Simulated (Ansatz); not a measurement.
## WS$_{2}$ (P-6m2), frozen normal mode

The calculation used Ansatz 0.2.0, DFT PBEsol, scalar-relativistic, plane waves, PAW. Cutoff 420 eV, Γ-centred 12×12×1 k-points, Gaussian smearing of 0.05 eV. Spin–orbit coupling is left out, which matters for the heavy elements here. No spin polarisation. Energies are free energies at this smearing, counted from the undisturbed cell; pressure is positive in compression.

Zero of the scan (relaxed at this level; this form isn't the usual structure):

```
CELL_PARAMETERS angstrom
3.14578 0.00000 0.00000
-1.57289 2.72432 0.00000
0.00000 0.00000 33.90684
ATOMIC_POSITIONS crystal
W 0.33333 0.66667 0.50000
W 0.33333 0.66667 0.00000
S 0.66667 0.33333 0.45379
S 0.66667 0.33333 0.95379
S 0.66667 0.33333 0.04621
S 0.66667 0.33333 0.54621
```

The cell holds layers and no dispersion correction was added, so their binding is poorly described.

A zone-centre mode of this cell is frozen in: each atom moves by x times its row below, so x is the largest displacement.
```
atom ux uy uz
  W1   0.000   0.000  0.000
  W2   0.000   0.000  0.000
  S3   0.707   0.707  0.000
  S4   0.000   0.000  0.000
  S5   0.000   0.000  0.000
  S6  -0.707  -0.707  0.000
```

```tsv
x (Å)	ΔE (meV/cell)
-0.2000	409.3
-0.1000	102.7
0.0000	0.0
0.0250	6.4
0.0500	25.7
0.0750	57.8
0.1250	160.3
0.1500	230.7
0.1750	313.7
```

Question: Predict the gap on the mesh (eV) at each point.

Answer:
```tsv
x (Å)	gap on the mesh (eV)
-0.2000	1.83
-0.1000	1.91
0.0000	1.94
0.0250	1.93
0.0500	1.93
0.0750	1.92
0.1250	1.90
0.1500	1.89
0.1750	1.87
```

Cost: 9 runs of about 11 core-minutes in all, on Arm Neoverse V1 (shared hosts).